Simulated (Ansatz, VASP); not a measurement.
## SiC in VASP and in Ansatz

Contents of POSCAR:

```
SiC
1.0
    0.0000000000      2.1337122435      2.1337122435
    2.1337122435      0.0000000000      2.1337122435
    2.1337122435      2.1337122435      0.0000000000
Si C
1 1
Direct
    0.0000000000      0.0000000000      0.0000000000
    0.2500000000      0.2500000000      0.2500000000
```

File INCAR.step1:

```
PREC = Accurate ; ENCUT = 520
ISMEAR = 0 ; SIGMA = 0.02
LREAL = F ; LASPH = T
NELM = 60 ; NBANDS = 11
GGA = PE ; ALGO = Normal
EDIFF = 1E-4 ; LWAVE = T
LCHARG = F
```

INCAR.step2

```
PREC = Accurate ; ENCUT = 520
EDIFF = 1E-7 ; ISMEAR = 0
SIGMA = 0.02 ; LREAL = F
LASPH = T ; NELM = 60
ALGO = Normal ; ISIF = 2
LWAVE = F ; LCHARG = F
METAGGA = R2SCAN ; LMIXTAU = T
NBANDS = 11 ; ISTART = 1
```

KPOINTS

```
Automatic mesh
0
Gamma
  10 10 10
```

Input for Ansatz:

```yaml
crystal:
  lattice:
    - [0.0, 2.1337122441, 2.1337122441]
    - [2.1337122441, 0.0, 2.1337122441]
    - [2.1337122441, 2.1337122441, 0.0]
  atoms:
    - { symbol: Si, position: [0.0, 0.0, 0.0] }
    - { symbol: C, position: [0.25, 0.25, 0.25] }
basis:
  ecutwfc: 500
kpoints:
  mp_grid: { grid: [10, 10, 10] }
hamiltonian:
  xc: r2scan
scf:
  occupations: { method: gaussian, width: 0.02 }
output:
  forces: true
  stress: true
  eigenvalues: true
```

Alike in both runs: task single point; functional r2SCAN; k mesh 10 × 10 × 10; occupations gaussian, width 0.02 eV; no spin polarisation.

|  | VASP | Ansatz |
| --- | --- | --- |
| version | VASP 6.6.1 | Ansatz 0.2.0 |
| potentials or method | VASP PAW PBE potentials, release 64 (Si, C) | scalar-relativistic, plane waves, PAW |
| plane-wave cutoff (eV) | 520 | 500 |
| valence electrons in the cell | 8 | 8 |

```tsv
	VASP	Ansatz	Ansatz less VASP
gap on the k mesh at the Fermi level (eV)	1.68	1.67	-0.013
least direct gap on the mesh (eV)	5.14	5.12	-0.014
pressure (GPa)	15.6	15.8	+0.25
```

The functional is the same, so the differences come from potentials, cutoffs and numerics.

Caveats: so large a pressure means that the cell lies far from this level's equilibrium, or that cutoff or potentials fall short (VASP); the potentials were made for another functional, which shifts forces and pressure (VASP). r2SCAN opens gaps a little over a GGA but as a rule still falls short of measured ones. A k mesh can miss the band edges.
